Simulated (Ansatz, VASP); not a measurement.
## One calculation of TiAl3, two programs

```
CELL_PARAMETERS angstrom
3.91068 0.00000 0.00000
0.00000 3.91068 0.00000
0.00000 0.00000 3.91068
ATOMIC_POSITIONS crystal
Ti 0.00000 0.00000 0.00000
Al 0.50000 0.50000 0.00000
Al 0.50000 0.00000 0.50000
Al 0.00000 0.50000 0.50000
```

Alike in both runs: functional LDA; k mesh 10 × 10 × 10; occupations gaussian, width 0.1 eV; no spin polarisation.

Ansatz relaxed the structure, and its values are those at the end. VASP's run is a single point on that final structure, the one shown.

|  | VASP | Ansatz |
| --- | --- | --- |
| version | VASP 6.6.1 | Ansatz 0.2.0 |
| potentials or method | VASP PAW LDA potentials, release 64 (Ti_sv, Al) | scalar-relativistic, plane waves, PAW |
| plane-wave cutoff (eV) | 520 | 420 |
| valence electrons in the cell | 21 | 21 |

VASP gave:

```
gap on the k mesh at the Fermi level (eV) : none
pressure (GPa)                            : 0.2
```

What did Ansatz give for the same quantities?

gap on the k mesh at the Fermi level (eV): none; pressure (GPa): 0.0.

A gap of «none» marks a metal or a gap that the smearing closes. Ansatz warned: «pseudo_functional_mismatch».
